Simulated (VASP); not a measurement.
# Si (Fd-3m) in VASP: a series of runs

Runs on Si. Level: LDA. Tasks: single point.

Everything below comes from runs of VASP 6.6.1. Logs are shortened: lines on timing, memory, paths and dates and some standing lists are left out, and cuts for length are marked.

## Step 1: The undisturbed crystal

The structure is cubic, space group Fd-3m (No. 227). Conventional cell: a = 5.444 Å, b = 5.444 Å, c = 5.444 Å, α = 90.00°, β = 90.00°, γ = 90.00°. Around Si (site symmetry -43m) lie 4 Si at 2.36 Å.

## Step 2: Single point, LDA (grid = ENCUT=350 dk=0.9 cell=2x2x2 ISMEAR=0 SIGMA=0.05 LREAL=Auto EDIFF=1e-06)

Contents of INCAR:

```
ALGO     = Fast           # electronic algorithm
EDIFF    = 1E-6           # SCF threshold, eV
ENCUT    = 350            # plane-wave cutoff, eV
ISIF     = 2              # what is computed and relaxed
ISMEAR   = 0              # smearing method
LASPH    = True           # aspherical terms in the spheres
LCHARG   = False          # write CHGCAR
LREAL    = Auto         
LWAVE    = False          # write WAVECAR
NBANDS   = 40             # bands
NELM     = 120            # most SCF steps
PREC     = Accurate       # precision mode
SIGMA    = 0.05           # smearing width, eV
```

Contents of KPOINTS:

```
k-points
0
Gamma
  2 2 2
```

Contents of POSCAR:

```
Si
1.0
    0.0000000000      5.4437023730      5.4437023730
    5.4437023730      0.0000000000      5.4437023730
    5.4437023730      5.4437023730      0.0000000000
Si
16
Direct
    0.2500000000      0.2500000000      0.2500000000
    0.2500000000      0.2500000000      0.7500000000
    0.2500000000      0.7500000000      0.2500000000
    0.2500000000      0.7500000000      0.7500000000
    0.7500000000      0.2500000000      0.2500000000
    0.7500000000      0.2500000000      0.7500000000
    0.7500000000      0.7500000000      0.2500000000
    0.7500000000      0.7500000000      0.7500000000
    0.3750000000      0.3750000000      0.3750000000
    0.3750000000      0.3750000000      0.8750000000
    0.3750000000      0.8750000000      0.3750000000
    0.3750000000      0.8750000000      0.8750000000
    0.8750000000      0.3750000000      0.3750000000
    0.8750000000      0.3750000000      0.8750000000
    0.8750000000      0.8750000000      0.3750000000
    0.8750000000      0.8750000000      0.8750000000
```

Potentials or basis: VASP PAW LDA potentials, release 64 (Si).

The run is started by

```bash
$ cat potpaw_LDA.64/Si/POTCAR > POTCAR
$ mpirun -np 1 vasp_std > vasp.out
```

OUTCAR:

```text
EDIFF = 1E-6
   ENCUT = 350
   ISIF = 2
   ISMEAR = 0
   LASPH = True
   LREAL = Auto
   NELM = 120
   PREC = Accurate

 Found      3 irreducible k-points:

 Following reciprocal coordinates:
            Coordinates               Weight
  0.000000  0.000000  0.000000      1.000000
  0.500000  0.000000  0.000000      4.000000
  0.500000  0.500000  0.000000      3.000000
   k-points           NKPTS =      3   k-points in BZ     NKDIM =      3   number of bands    NBANDS=     40
   number of dos      NEDOS =    301   number of ions     NIONS =     16
   total plane-waves  NPLWV = 110592
   dimension x,y,z NGX =    48 NGY =   48 NGZ =   48
   dimension x,y,z NGXF=    96 NGYF=   96 NGZF=   96
   ions per type =              16
   NGX,Y,Z   is equivalent  to a cutoff of  10.37, 10.37, 10.37 a.u.
   NGXF,Y,Z  is equivalent  to a cutoff of  20.73, 20.73, 20.73 a.u.
 SYSTEM =  unknown system
   PREC   = accura    normal or accurate (medium, high low for compatibility)
   ISTART =      0    job   : 0-new  1-cont  2-samecut
   ICHARG =      2    charge: 1-file 2-atom 10-const
   ISPIN  =      1    spin polarized calculation?
   LNONCOLLINEAR =      F non collinear calculations
   LSORBIT =      F    spin-orbit coupling
   LASPH  =      T    aspherical Exc in radial PAW
   ENCUT  =  350.0 eV  25.72 Ry    5.07 a.u.  11.74 11.74 11.74*2*pi/ulx,y,z
   NELM   =    120;   NELMIN=  2; NELMDL= -5     # of ELM steps
   EDIFF  = 0.1E-05   stopping-criterion for ELM
   LREAL  =      T    real-space projection
   EDIFFG = 0.1E-04   stopping-criterion for IOM
   NSW    =      0    number of steps for IOM
   IBRION =     -1    ionic relax: 0-MD 1-quasi-New 2-CG
   NFREE  =      0    steps in history (QN), initial steepest desc. (CG)
   ISIF   =      2    stress and relaxation
   ISYM   =      2    0-nonsym 1-usesym 2-fastsym
   POTIM  = 0.5000    time-step for ionic-motion
   TEBEG  =    0.0;   TEEND  =   0.0 temperature during run
   PSTRESS=    0.0 pullay stress
   NELECT =      64.0000    total number of electrons
   NUPDOWN=      -1.0000    fix difference up-down
   EMIN   =  10.00;   EMAX   =-10.00  energy-range for DOS
   EFERMI =   0.00;   METHOD = LEGACY
   ISMEAR =     0;   SIGMA  =   0.05  broadening in eV -4-tet -1-fermi 0-gaus
   EFERMI_NEDOS =   21; number of points for ismear=-14 and -15
   IALGO  =     68    algorithm
   IMIX   =      4    mixing-type and parameters
     AMIX     =   0.40;   BMIX     =  1.00
     AMIX_MAG =   1.60;   BMIX_MAG =  1.00
  volume/ion in A,a.u.               =      20.16       136.08
  Fermi-wavevector in a.u.,A,eV,Ry     =   0.954766  1.804247 12.402783  0.911579
  Thomas-Fermi vector in A             =   2.083543
   LORBIT       =      0    0 simple, 1 ext, 2 COOP (PROOUT), +10 PAW based schemes
   GGA     = CA    functional components
   LHFCALC =     F    Hartree Fock is set to
   AEXX    =    0.0000 exact exchange contribution
   IVDW    =     0    specifies the selected vdW correction
   LEPSILON=     F    determine dielectric tensor
   LRPA    =     F    only Hartree local field effects (RPA)
 non-spin polarized calculation
 RMM-DIIS sequential band-by-band and
 Gauss-broadening in eV      SIGMA  =   0.05
  energy-cutoff  :      350.00
  volume of cell :      322.64
 maximum number of plane-waves:      4813
 NGX is ok and might be reduce to    48
   NGX = 23   NGY = 23   NGZ = 23

 number of electron      63.9999990 magnetization

 Free energy of the ion-electron system (eV)
  ---------------------------------------------------
  ext. energy  EPLUGINS =         0.00000000
  ---------------------------------------------------
  free energy    TOTEN  =       -93.72493102 eV

  energy without entropy =      -93.72493102  energy(sigma->0) =      -93.72493102

 E-fermi :   5.9955     XC(G=0):  -9.5632

 val. band max:        5.7437877382   @ k =   0.0000   0.0000   0.0000
 cond. band min:       6.3314168969   @ k =   0.0000   0.0000   0.0000
 fundamental gap:      0.5876291587
 Fermi energy:         5.9954723089

 k-point     1 :       0.0000    0.0000    0.0000
  band No.  band energies     occupation
      1      -6.1785      2.00000
      2      -3.8528      2.00000
      3      -3.8528      2.00000
      4      -3.8528      2.00000
      5      -3.8528      2.00000
      6      -2.0553      2.00000
[... 32 lines left out ...]
     39       7.1326      0.00000
     40       7.1326      0.00000

 k-point     2 :       0.5000    0.0000    0.0000
  band No.  band energies     occupation
      1      -5.3823      2.00000
      2      -5.3823      2.00000
      3      -3.4714      2.00000
      4      -3.4714      2.00000
      5      -3.4714      2.00000
      6      -3.4714      2.00000
[... 32 lines left out ...]
     39       7.6315      0.00000
     40       7.6315      0.00000

 k-point     3 :       0.5000    0.5000    0.0000
  band No.  band energies     occupation
      1      -5.1017      2.00000
      2      -5.1017      2.00000
      3      -4.1431      2.00000
      4      -4.1431      2.00000
      5      -4.1431      2.00000
      6      -4.1431      2.00000
[... 32 lines left out ...]
     39       8.7507      0.00000
     40       8.7507      0.00000

------------------------ aborting loop because EDIFF is reached ----------------------------------------

  FORCE on cell =-STRESS in cart. coord.  units (eV):
  Direction    XX          YY          ZZ          XY          YZ          ZX
  --------------------------------------------------------------------------------------
  -------------------------------------------------------------------------------------
  Total       -3.0885344     -3.0885344     -3.0885344     -0.0000000     -0.0000000      0.0000000
  in kB      -15.3373353    -15.3373353    -15.3373353     -0.0000000     -0.0000000      0.0000000
  external PRESSURE =     -15.3373353 kB  Pullay stress =       0.0000000 kB

 VOLUME and BASIS-vectors are now :
 -----------------------------------------------------------------------------
  energy-cutoff  :      350.00
  volume of cell :      322.64
      direct lattice vectors                 reciprocal lattice vectors
     0.000000000  5.443702373  5.443702373    -0.091849254  0.091849254  0.091849254
     5.443702373  0.000000000  5.443702373     0.091849254 -0.091849254  0.091849254
     5.443702373  5.443702373  0.000000000     0.091849254  0.091849254 -0.091849254

 POSITION                                       TOTAL-FORCE (eV/Angst)
 -----------------------------------------------------------------------------------
      2.72185      2.72185      2.72185        -0.000000     -0.000000      0.000000
      5.44370      5.44370      2.72185        -0.000000     -0.000000      0.000000
      5.44370      2.72185      5.44370        -0.000000     -0.000000      0.000000
      8.16555      5.44370      5.44370        -0.000000     -0.000000      0.000000
      2.72185      5.44370      5.44370        -0.000000     -0.000000      0.000000
      5.44370      8.16555      5.44370        -0.000000     -0.000000      0.000000
[... 8 lines left out ...]
      6.80463      6.80463      9.52648         0.000000      0.000000     -0.000000
      9.52648      9.52648      9.52648         0.000000      0.000000     -0.000000
 -----------------------------------------------------------------------------------
    total drift:                               -0.000000      0.000000     -0.000000

  FREE ENERGIE OF THE ION-ELECTRON SYSTEM (eV)
  ---------------------------------------------------
  free  energy   TOTEN  =       -93.7249310227 eV

  energy  without entropy=      -93.7249310227  energy(sigma->0) =      -93.72493102
```

Run time: 25 s. Hardware: 1 thread of Intel Xeon Platinum 8375C at 2.90GHz (Ice Lake), shared host; peak memory 0.23 GiB.

The run converged, but some of its settings lie outside the range that counts as converged, so its numbers aren't taken as properties of the crystal.

What came out:

```yaml
Free_energy: -93.7249 eV
Pressure: -1.5 GPa
Band_gap_on_the_k_mesh: 0.59 eV
```

Caveat: the k mesh is coarse (spacing up to 0.50 Å⁻¹), so the values aren't converged.

## Step 3: Single point, LDA (grid = ENCUT=350 dk=0.6 cell=2x2x2 ISMEAR=0 SIGMA=0.05 LREAL=Auto EDIFF=1e-06)

INCAR is that of step 2.

KPOINTS is that of step 2.

POSCAR is that of step 2.

Potentials or basis: VASP PAW LDA potentials, release 64 (Si).

The run is started by

```bash
$ cat potpaw_LDA.64/Si/POTCAR > POTCAR
$ mpirun -np 1 vasp_std > vasp.out
```

Run time: 26 s. Hardware: 1 thread of Intel Xeon Platinum 8375C at 2.90GHz (Ice Lake), shared host; peak memory 0.23 GiB.

These settings aren't checked as converged: the numbers below hold their error.

What came out:

```
Free energy            : -93.7249 eV
Pressure               : -1.5 GPa
Band gap on the k mesh : 0.59 eV
```

Caveat: the k mesh is coarse (spacing up to 0.50 Å⁻¹), so the values aren't converged.

## Step 4: Single point, LDA (grid = ENCUT=250 dk=0.45 cell=2x2x2 ISMEAR=0 SIGMA=0.05 LREAL=Auto EDIFF=1e-06)

Edit INCAR of step 3 so:

```diff
@@ -2,3 +2,3 @@
 EDIFF    = 1E-6           # SCF threshold, eV
-ENCUT    = 350            # plane-wave cutoff, eV
+ENCUT    = 250            # plane-wave cutoff, eV
 ISIF     = 2              # what is computed and relaxed
```

Contents of KPOINTS:

```
k-points
0
Gamma
  3 3 3
```

POSCAR is that of step 3.

The run is started by

```bash
$ cat potpaw_LDA.64/Si/POTCAR > POTCAR
$ mpirun -np 1 vasp_std > vasp.out
```

Wall time 24 s (1 thread of Intel Xeon Platinum 8375C at 2.90GHz (Ice Lake), shared host); peak memory 0.18 GiB.

The run converged, but some of its settings lie outside the range that counts as converged, so its numbers aren't taken as properties of the crystal.

What came out:

- Free energy: -94.9194 eV
- Band gap on the k mesh: 0.62 eV

Caveat: the cutoff is under 1.25 times the usual one of these potentials, so pressure, stress and relaxed cells hold a basis-set (Pulay) error; an odd mesh through Γ misses points on the zone boundary, where band edges often lie.

## Step 5: Single point, LDA (grid = ENCUT=300 dk=0.45 cell=2x2x2 ISMEAR=0 SIGMA=0.05 LREAL=Auto EDIFF=1e-06)

Edit INCAR of step 4 so:

```diff
@@ -2,3 +2,3 @@
 EDIFF    = 1E-6           # SCF threshold, eV
-ENCUT    = 250            # plane-wave cutoff, eV
+ENCUT    = 300            # plane-wave cutoff, eV
 ISIF     = 2              # what is computed and relaxed
```

KPOINTS is that of step 4.

POSCAR is that of step 4.

Potentials or basis: VASP PAW LDA potentials, release 64 (Si).

The run is started by

```bash
$ cat potpaw_LDA.64/Si/POTCAR > POTCAR
$ mpirun -np 1 vasp_std > vasp.out
```

OUTCAR:

```text
EDIFF = 1E-6
   ENCUT = 300
   ISIF = 2
   ISMEAR = 0
   LASPH = True
   LREAL = Auto
   NELM = 120
   PREC = Accurate

 Found      4 irreducible k-points:

 Following reciprocal coordinates:
            Coordinates               Weight
  0.000000  0.000000  0.000000      1.000000
  0.333333  0.000000  0.000000      8.000000
  0.333333  0.333333  0.000000      6.000000
 -0.333333  0.333333  0.000000     12.000000
   k-points           NKPTS =      4   k-points in BZ     NKDIM =      4   number of bands    NBANDS=     40
[... 253 lines left out ...]
  Total       -4.2872107     -4.2872107     -4.2872107      0.0000000      0.0000000     -0.0000000
  in kB      -21.2898350    -21.2898350    -21.2898350      0.0000000      0.0000000     -0.0000000
  external PRESSURE =     -21.2898350 kB  Pullay stress =       0.0000000 kB

 VOLUME and BASIS-vectors are now :
 -----------------------------------------------------------------------------
  energy-cutoff  :      300.00
  volume of cell :      322.64
      direct lattice vectors                 reciprocal lattice vectors
     0.000000000  5.443702373  5.443702373    -0.091849254  0.091849254  0.091849254
     5.443702373  0.000000000  5.443702373     0.091849254 -0.091849254  0.091849254
     5.443702373  5.443702373  0.000000000     0.091849254  0.091849254 -0.091849254

 POSITION                                       TOTAL-FORCE (eV/Angst)
 -----------------------------------------------------------------------------------
      2.72185      2.72185      2.72185         0.000000     -0.000000      0.000000
      5.44370      5.44370      2.72185         0.000000     -0.000000      0.000000
      5.44370      2.72185      5.44370         0.000000      0.000000      0.000000
      8.16555      5.44370      5.44370         0.000000      0.000000      0.000000
      2.72185      5.44370      5.44370         0.000000     -0.000000      0.000000
      5.44370      8.16555      5.44370         0.000000     -0.000000      0.000000
[... 8 lines left out ...]
      6.80463      6.80463      9.52648        -0.000000      0.000000     -0.000000
      9.52648      9.52648      9.52648        -0.000000      0.000000     -0.000000
 -----------------------------------------------------------------------------------
    total drift:                               -0.000000      0.000000     -0.000000

  FREE ENERGIE OF THE ION-ELECTRON SYSTEM (eV)
  ---------------------------------------------------
  free  energy   TOTEN  =       -95.0550501068 eV

  energy  without entropy=      -95.0550501068  energy(sigma->0) =      -95.05505011
```

Wall time 37 s (1 thread of Intel Xeon Platinum 8375C at 2.90GHz (Ice Lake), shared host); peak memory 0.22 GiB.

These settings aren't checked as converged: the numbers below hold their error.

Results:

```yaml
Free_energy: -95.0551 eV
Pressure: -2.1 GPa
Band_gap_on_the_k_mesh: 0.62 eV
```

Caveat: the cutoff is under 1.25 times the usual one of these potentials, so pressure, stress and relaxed cells hold a basis-set (Pulay) error; an odd mesh through Γ misses points on the zone boundary, where band edges often lie.

## Step 6: Single point, LDA (grid = ENCUT=350 dk=0.45 cell=2x2x2 ISMEAR=0 SIGMA=0.05 LREAL=Auto EDIFF=1e-06)

Edit INCAR of step 5 so:

```diff
@@ -2,3 +2,3 @@
 EDIFF    = 1E-6           # SCF threshold, eV
-ENCUT    = 300            # plane-wave cutoff, eV
+ENCUT    = 350            # plane-wave cutoff, eV
 ISIF     = 2              # what is computed and relaxed
```

KPOINTS is that of step 5.

POSCAR is that of step 5.

Potentials or basis: VASP PAW LDA potentials, release 64 (Si).

The run is started by

```bash
$ cat potpaw_LDA.64/Si/POTCAR > POTCAR
$ mpirun -np 1 vasp_std > vasp.out
```

Wall time 37 s (1 thread of Intel Xeon Platinum 8375C at 2.90GHz (Ice Lake), shared host); peak memory 0.23 GiB.

These settings aren't checked as converged: the numbers below hold their error.

Results:

* Free energy: -95.0931 eV
* Pressure: -2.1 GPa
* Band gap on the k mesh: 0.61 eV

Caveat: an odd mesh through Γ misses points on the zone boundary, where band edges often lie.

## Step 7: For comparison

An earlier run on the cell as given: functional PBE; potentials or basis VASP PAW PBE potentials, release 64 (Si); cutoff 520 eV; k mesh 8 × 8 × 8; occupations fermi-dirac, width 0.05 eV; no spin polarisation.

* Pressure: 1.3 GPa
* Band gap on the k mesh: 0.63 eV, indirect (least direct gap 2.56 eV)
